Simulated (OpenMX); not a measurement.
## MnSi in OpenMX: the effect of starting spin order

Crystal: MnSi.

```
CELL_PARAMETERS angstrom
3.07218 0.00000 0.00000
0.00000 3.07218 0.00000
0.00000 0.00000 3.07218
ATOMIC_POSITIONS crystal
Mn 0.00000 0.00000 0.00000
Si 0.50000 0.50000 0.50000
```

The cell was built by a generator and needn't be a form met in nature.

Alike in all runs:

```yaml
Program: OpenMX 3.8.5
Task: single point
Functional: PBE
Potentials_or_basis: OpenMX 2013 PBE set, Mn6.0-s3p2d2, Si7.0-s2p2d1, grid cutoff 400 Ry
k_mesh: 7 × 7 × 7
Occupations: fermi-dirac, width 0.05 eV
```

| starting spin order | spin | starting moments | energy over the lowest run (meV/atom) | pressure (GPa) | final net moment (μB) | final largest site moment (μB) |
| --- | --- | --- | --- | --- | --- | --- |
| fm | collinear spin, ferromagnetic start | [4.0, 0.0] μB | 0.0 | -15.6 | 2.55 | 2.83 |
| ferromagnetic start, larger moments | collinear spin, ferromagnetic start | [5.5, 0.0] μB | 0.0 | -15.6 | 2.55 | 2.83 |
| nm | collinear spin, zero start | [0.0, 0.0] μB | ? | ? | ? | ? |

Question: What does the run with starting spin order nm give?

Answer: Energy over the lowest run 61.2 meV/atom; pressure -32.1 GPa; final net moment 0.00 μB; final largest site moment 0.00 μB.

Caveats: the basis of atomic orbitals isn't converged, which shifts pressures, moduli and gaps; a pressure of tens of GPa on the cell as given is suspect, and the run, the potentials or the cell itself is likely at fault (some runs).
